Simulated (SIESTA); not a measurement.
The system is YN.

```
Y N
1.0
     0.00000    2.43850    2.43850
     2.43850    0.00000    2.43850
     2.43850    2.43850    0.00000
Y N
1 1
Direct
  0.00000 0.00000 0.00000
  0.50000 0.50000 0.50000
```

Program: SIESTA 5.4.2. Alike in all runs: task single point; level PBE; no spin polarisation; cell as given; k mesh 9 × 9 × 9; smearing fermi-dirac 0.05 eV; grid cutoff 800 Ry; energy shift 0.003 Ry.

Problem. Order these runs on this cell by their pressure, lowest first.
A. potentials or basis PseudoDojo 0.4 standard (PBE files), SZ (energy shift 0.003 Ry)
B. potentials or basis PseudoDojo 0.4 standard (PBE files), TZDP (energy shift 0.003 Ry; two zetas on semicore shells)
C. potentials or basis PseudoDojo 0.4 standard (PBE files), SZP (energy shift 0.003 Ry)

Solution. A (-0.6 GPa), B (3.4 GPa), C (5.0 GPa).

Caveats: the basis of atomic orbitals isn't converged, which shifts pressures, moduli and gaps; the basis has no polarisation orbitals (some runs).
